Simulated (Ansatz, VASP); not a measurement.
**LiCl in VASP and in Ansatz**

Contents of INCAR:

```
ALGO = Normal ; EDIFF = 1E-7
ENCUT = 520 ; GGA = PE
ISIF = 2 ; ISMEAR = -1
LASPH = T ; LCHARG = T
LELF = T ; LREAL = F
LVHAR = T ; LWAVE = F
NBANDS = 12 ; NELM = 80
PREC = Accurate ; SIGMA = 0.02
```

KPOINTS

```
k-points
0
Gamma
  8 8 8
```

Contents of POSCAR:

```
LiCl
1.0
    0.0000000000      2.5560369926      2.5560369926
    2.5432568076      0.0000000000      2.5560369926
    2.5432568076      2.5560369926      0.0000000000
Li Cl
1 1
Direct
    0.0000000000      0.0000000000      0.0000000000
    0.5000000000      0.5000000000      0.5000000000
```

Input for Ansatz:

```yaml
crystal:
  lattice:
    - [0.0, 2.5560369926, 2.5560369926]
    - [2.5432568076, 0.0, 2.5560369926]
    - [2.5432568076, 2.5560369926, 0.0]
  atoms:
    - { symbol: Li, position: [0.0, 0.0, 0.0] }
    - { symbol: Cl, position: [0.5, 0.5, 0.5] }
kpoints:
  mp_grid: { grid: [8, 8, 8] }
  band_path:
    path:
      - [0.0, 0.0, 0.0]
      - [0.5, 0.0, 0.5]
      - [0.625, 0.25, 0.625]
      - [0.375, 0.375, 0.75]
      - [0.5, 0.5, 0.5]
      - [0.5, 0.25, 0.75]
      - [0.0, -0.067708, 0.067708]
    npoints: 1
hamiltonian:
  xc: pbe
scf:
  occupations: { method: fermi_dirac, width: 0.02 }
  n_extra_bands: 4
output:
  forces: true
  stress: true
  eigenvalues: true
```

Change from the starting cell: uniaxial_x strain -0.5%.

Alike in both runs: task single point; functional PBE; k mesh 8 × 8 × 8; occupations fermi-dirac, width 0.02 eV; no spin polarisation.

|  | VASP | Ansatz |
| --- | --- | --- |
| version | VASP 6.6.1 | Ansatz 0.2.0 |
| potentials or method | VASP PAW PBE potentials, release 64 (Li_sv, Cl) | plane waves, PAW |
| plane-wave cutoff (eV) | 520 | 420 |
| valence electrons in the cell | 10 | 10 |

```csv
,VASP,Ansatz,Ansatz less VASP
gap on the k mesh at the Fermi level (eV),6.42,6.41,-0.013
```

 A k mesh can miss the band edges.
